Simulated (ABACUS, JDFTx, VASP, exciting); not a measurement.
**BN: equilibrium volume by level of theory**

**What was measured.** The equilibrium volume of BN (F-43m) is reported as 5.91 Å³/atom at 300 K (a printed reference work). The runs below try to reproduce it.

It takes space group F-43m (No. 216, cubic). Conventional cell: a = 3.626 Å, b = 3.626 Å, c = 3.626 Å, α = 90.00°, β = 90.00°, γ = 90.00°. N (site symmetry -43m) is surrounded by 4 B at 1.57 Å. B (site symmetry -43m) is surrounded by 4 N at 1.57 Å.

| rung | level | program and potentials | cutoff (eV) | k mesh | smearing | task | equilibrium volume (Å³/atom) | miss | notes |
| --- | --- | --- | --- | --- | --- | --- | --- | --- | --- |
| GGA | B86bPBE | ABACUS, GBRV ultrasoft 1.5 PBE, plane waves | 544 | 10 × 10 × 10 | fermi-dirac 0.05 | relaxation of cell and atoms | 5.97 | +1.0 % | potentials made for PBE |
| GGA | PBE | exciting, all-electron LAPW+lo, shipped species files, valence relativity iora* | - | 13 × 13 × 13 | fermi-dirac 0.05 | equation of state | 5.95 | +0.7 % | - |
| GGA | PBEsol | ABACUS, GBRV ultrasoft 1.5 PBEsol, plane waves | 544 | 10 × 10 × 10 | fermi-dirac 0.05 | equation of state | 5.87 | -0.7 % | fit through 4 volumes |
| GGA | RPBE | ABACUS, Ansatz NC PBE, plane waves | 1252 | 10 × 10 × 10 | fermi-dirac 0.05 | equation of state | 5.99 | +1.4 % | potentials made for PBE; fit through 4 volumes |
| GGA | RPBE | JDFTx, PseudoDojo-SR-PBE-0.5-standard | 1143 | 13 × 13 × 13 | fermi-dirac 0.05 | equation of state | 5.98 | +1.2 % | potentials made for PBE |
| GGA | RPBE | VASP, PBE PAW files B, N, 600 eV | 600 | 13 × 13 × 13 | fermi-dirac 0.05 | relaxation of cell and atoms | 6.05 | +2.4 % | potentials made for PBE |
| GGA | SOGGA | ABACUS, PseudoDojo NC SR 0.5 PBE standard, plane waves | 1143 | 10 × 10 × 10 | fermi-dirac 0.05 | equation of state | 5.84 | -1.2 % | potentials made for PBE; fit through 4 volumes |
| hybrid | HSE03 | VASP, PBE PAW files B, N, 600 eV | 600 | 7 × 7 × 7 | fermi-dirac 0.05 | relaxation of cell and atoms | 5.83 | -1.4 % | coarse mesh; potentials made for PBE |

All rows: no spin polarisation. Smearing widths are in eV. Meshes differ between rows, which moves values too. Meshes are those of the run's cell of 2 atoms unless a note names another. Relaxations start from the cell shown or near it and stop with a little pressure left. The cell shown, of 5.96 Å³ an atom, is the runs' start and not the measured value. Misses use the values as printed. Runs on faulty files, with rough fits or with known faults for this quantity aren't shown. No row holds spin-orbit coupling.

By rung: GGA 5.84 to 6.05; hybrid on coarse meshes 5.83 (Å³/atom). Measured: 5.91 Å³/atom at 300 K (a printed reference work). Closest, coarse meshes and atomic bases left aside, is PBEsol (-0.7 %), and PBE misses by +0.7 % on plain settings. The runs are for a static lattice, while measurements hold temperature and zero-point motion.
